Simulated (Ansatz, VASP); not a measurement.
# One calculation of ZnS, two programs

```
Zn S
1.0
     3.81100   -0.01905    0.00000
    -1.92200    3.30995    0.00000
     0.00000    0.00000    6.23400
Zn S
2 2
Direct
  0.33333 0.66667 0.00000
  0.66667 0.33333 0.50000
  0.33333 0.66667 0.38500
  0.66667 0.33333 0.88500
```

Change from the starting cell: strain -0.0100 x Voigt [0, 0, 0, 0, 0, 1], atoms carried along.

Alike in both runs: task single point; functional PBEsol; k mesh 9 × 9 × 6; occupations gaussian, width 0.05 eV; no spin polarisation.

```csv
,VASP,Ansatz
version,VASP 6.6.1,Ansatz 0.2.0
potentials or method,"VASP PAW PBE potentials, release 64 (Zn, S)","scalar-relativistic, plane waves, PAW"
plane-wave cutoff (eV),520,420
valence electrons in the cell,36,36
```

|  | VASP | Ansatz | Ansatz less VASP |
| --- | --- | --- | --- |
| gap on the k mesh at the Fermi level (eV) | 2.11 | 2.10 | -0.005 |
| least direct gap on the mesh (eV) | 2.11 | 2.10 | -0.005 |
| pressure (GPa) | -1.1 | -1.3 | -0.18 |
| largest component of the traceless stress (GPa) | 1.24 | 1.22 | -0.015 |
| rms of the force components (eV/Å) | 0.182 | 0.181 | -0.0014 |

Atom by atom the forces differ by 0.001 eV/Å (rms over components).

Caveats: the PAW data sets were made with another functional, which shifts forces and pressure a little (VASP).
